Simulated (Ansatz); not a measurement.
**Convergence notes, G0W0 on TlBr (Pm-3m)**

A 2-atom cell of TlBr (Pm-3m) from a materials database, relaxed with r2SCAN+rVV10; one-shot G0W0 in Ansatz without spin-orbit coupling. No spin polarisation and no zero-point or thermal motion.

```
CELL_PARAMETERS angstrom
3.94518 0.00000 0.00000
0.00000 3.94518 0.00000
0.00000 0.00000 3.94518
ATOMIC_POSITIONS crystal
Tl 0.00000 0.00000 0.00000
Br 0.50000 0.50000 0.50000
```

Gaps are read over the mesh points alone. G0W0 here is at a finite number of bands, screening cutoff and k mesh, not at the basis limit.
```csv
start,potentials,frequency model,mesh,empty bands,screening cutoff (eV),Kohn-Sham gap (eV),G0W0 gap (eV)
PBE,PAW,contour deformation,4×4×4,183,120,1.78,2.74
PBE,PAW,contour deformation,4×4×4,454,220,1.78,2.88
PBE,PAW,contour deformation,4×4×4,835,300,1.78,2.91
HSE06,PAW,contour deformation,4×4×4,454,220,2.46,3.29
r2SCAN,PAW,contour deformation,4×4×4,454,220,2.22,3.16
PBE0,PAW,contour deformation,4×4×4,454,220,3.09,3.49
PBE,PAW,Godby-Needs pole,4×4×4,454,220,1.78,2.85
PBE,PAW,contour deformation,6×6×6,99,80,1.78,2.66
PBE,norm-conserving,contour deformation,4×4×4,454,220,1.78,2.81
```

The quasiparticle gap on this mesh is 2.91 eV (direct at X), against 1.78 eV from PBE: +1.13 eV. Renormalisation factors Z lie between 0.69 and 0.80.

Raising bands and cutoff together moves the gap by +0.14 eV (120 to 220 eV), then +0.03 eV (220 to 300 eV); the last step is still large, so the basis limit isn't reached. Starting from HSE06 (2.46 eV against PBE's 1.78 eV) gives 3.29 eV, +0.41 eV from G0W0@PBE at the same screening cutoff. Starting from r2SCAN (2.22 eV against PBE's 1.78 eV) gives 3.16 eV, +0.28 eV from G0W0@PBE at the same screening cutoff. Starting from PBE0 (3.09 eV against PBE's 1.78 eV) gives 3.49 eV, +0.61 eV from G0W0@PBE at the same screening cutoff. The Godby-Needs plasmon pole differs from contour deformation by -0.03 eV. Norm-conserving potentials (wave cutoff 820 eV against 420 eV) shift the quasiparticle gap by -0.07 eV and the PBE gap by 0.00 eV. r2SCAN runs take a wave cutoff of 500 eV.

The program warns that the k mesh is coarse for exact exchange in some of these runs, so their gaps aren't converged.

With a shallow d shell on the cation, G0W0 converges slowly in bands and cutoff, so these values are in doubt.
